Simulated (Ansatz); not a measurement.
Yb:

```
Yb
1.0
     0.00000    2.74310    2.74310
     2.74310    0.00000    2.74310
     2.74310    2.74310    0.00000
Yb
1
Direct
  0.00000 0.00000 0.00000
```

Base run:

* Program: Ansatz 0.2.0
* Functional: PBEsol
* Potentials or basis: Ansatz PAW
* Cutoff: 420 eV
* Density cutoff: 1680 eV
* k mesh: 8 × 8 × 8
* Occupations: fermi-dirac, width 0.05 eV
* Spin: collinear spin, ferromagnetic start
* Starting moments: [1.0] μB

Its results: band gap on the k mesh none (metal or under the smearing width); pressure -3.3 GPa; net moment 0.00 μB per cell.

Problem. The run is repeated on the same cell with these changes: spin from collinear spin, ferromagnetic start to non-collinear spin, ferromagnetic start, spin-orbit coupling; potential files from those of the base run to others of the same set; moments at the start from [1.0] to [1.0, 0.0, 0.0]. What comes out?

Solution. Band gap on the k mesh none (metal or under the smearing width); pressure -3.8 GPa; net moment 0.00 μB per cell.

Caveats: the PAW data sets come from PBE, with cores solved anew for the run's functional, which leaves a small shift of forces and pressure; spin-orbit coupling is left out, which moves the levels of the heavy elements (some runs).

Not every run made on this cell is shown here.
